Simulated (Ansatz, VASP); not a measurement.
**Ru in VASP and in Ansatz**

```
Ru
1.0
     2.70580    0.00000    0.00000
    -1.35290    2.34329    0.00000
     0.00000    0.00000    4.28190
Ru
2
Direct
  0.33333 0.66667 0.25000
  0.66667 0.33333 0.75000
```

Alike in both runs: task single point; functional PBE; k mesh 14 × 14 × 8; occupations fermi-dirac, width 0.03 eV; no spin polarisation.

|  | VASP | Ansatz |
| --- | --- | --- |
| version | VASP 6.6.1 | Ansatz 0.2.0 |
| potentials or method | VASP PAW PBE potentials, release 64 (Ru_pv), cutoff 520 eV | all-electron LAPW, scalar-relativistic |

Ansatz gave:

- pressure (GPa): 4.5
- largest component of the traceless stress (GPa): 1.12

Problem. What did VASP give for the same quantities?

Solution. Pressure (GPa): 4.5; largest component of the traceless stress (GPa): 1.09.

Ansatz ran all-electron here, so the differences hold the error of VASP's frozen core and of both bases.
